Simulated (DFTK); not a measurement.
Runs of DFTK 0.8.2 on Nb. It takes space group Im-3m (No. 229, cubic). The conventional cell has a = 3.328 Å, b = 3.328 Å, c = 3.328 Å, α = 90.00°, β = 90.00°, γ = 90.00°. Nb (site symmetry m-3m) has 8 Nb at 2.88 Å as nearest neighbours. 

| task | level | potentials or basis | cell | k mesh | cutoff (eV) | SCF solver | mesh quality | gap on the mesh (eV) | pressure (GPa) |
| --- | --- | --- | --- | --- | --- | --- | --- | --- | --- |
| band structure | r2SCAN | SG15 1.2 (PBE) | as given | 11 × 11 × 11 | 1225 | - | not flagged | none | (a) |
| single point | LDA | SG15 1.2 (PBE) | as given | 11 × 11 × 11 | 1225 | - | not flagged | none | -10.7 |
| single point | PBEsol | dojo.nc.sr.pbesol.v0_4_1.standard.upf (PBEsol) | cell strained at random at fixed volume | 11 × 11 × 11 | 1116 | - | not flagged | none | -7.8 |
| band structure | BJ06 | SG15 1.2 (PBE) | as given | 11 × 11 × 11 | 1225 | - | not flagged | none | - |

Alike in all rows: no spin polarisation; smearing fermi-dirac 0.05 eV.

Question: Fill in the values left out.

Answer: (a) -3.4.

Caveats: the potentials were made for another functional, which shifts forces and pressure (some runs); the program leaves the constant c of mgga_x_tb09 at 1, so the potential is Becke-Johnson's (BJ06) and not Tran and Blaha's, with levels but no total energy (some runs).

A k mesh can miss the band edges, and the runs leave out spin-orbit coupling on Nb.

A gap of «none» marks a metal or a gap under the smearing width.
